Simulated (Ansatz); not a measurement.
## A run on SiO₂

```yaml
crystal:
  lattice:
    - [4.097, 0.0, 0.0]
    - [0.0, 5.0462, 0.0]
    - [0.0, 0.0, 4.4946]
  atoms:
    - { symbol: Si, position: [0.0, 0.152408025, 0.25] }
    - { symbol: Si, position: [0.5, 0.347591975, 0.75] }
    - { symbol: Si, position: [0.0, 0.847591975, 0.75] }
    - { symbol: Si, position: [0.5, 0.652408025, 0.25] }
    - { symbol: O, position: [0.7315817515, 0.6172112849, 0.9199682065] }
    - { symbol: O, position: [0.7684182485, 0.8827887151, 0.4199682065] }
    - { symbol: O, position: [0.2315817515, 0.8827887151, 0.0800317935] }
    - { symbol: O, position: [0.2684182485, 0.6172112849, 0.5800317935] }
    - { symbol: O, position: [0.2684182485, 0.3827887151, 0.0800317935] }
    - { symbol: O, position: [0.2315817515, 0.1172112849, 0.5800317935] }
    - { symbol: O, position: [0.7684182485, 0.1172112849, 0.9199682065] }
    - { symbol: O, position: [0.7315817515, 0.3827887151, 0.4199682065] }
kpoints:
  mp_grid: { grid: [5, 4, 4] }
scf:
  occupations: { method: fermi_dirac, width: 0.3 }
  n_extra_bands: 0
  max_iter: 100
hamiltonian:
  xc: pbe
  pseudopotentials: { kind: paw }
output:
  forces: true
  stress: true
  populations: true
  efg: { quadrupole_moments_barn: { O: -0.02558 }, contact_densities: true }
```

```sh
ansatz run input.yaml --threads 1 --pin off --max-ram 3072MiB --backend cpu --events-out ev --progress --plain --runs-dir out
```

**Question.** What happens when this input is run?

**Answer.** The program refused the input. The input holds no extra empty bands under a smearing of 0.3 eV. The program says:

```
Error: inconsistent input (scf.n_extra_bands, scf.occupations.method): n_bands = 32 leaves no empty band above the 32 bands per channel that the deck's 64 electrons occupy, and the occupations search for the Fermi level (a smearing at a finite width, or tetrahedra): a level found among occupied bands alone can fill a metal as an insulator; raise scf.n_extra_bands until at least 33 bands are solved (omitted, it auto-derives to 47) (see scf.n_extra_bands in the input reference)
```

Against a sound input the change was `scf.n_extra_bands`: not typed → 0; `scf.occupations`: {method: fermi_dirac, width: 0.02} → {method: fermi_dirac, width: 0.3}; `scf.max_iter`: not typed → 100.

With the sound settings the run converges and gives V_zz (10²¹ V/m²) Si -1.03 (η 0.72), O -11.54 (η 0.40). These hold for the positions as typed, which a relaxation reached. At this cell the PBE pressure is 6 GPa, so with PBE the cell would grow if it were relaxed.
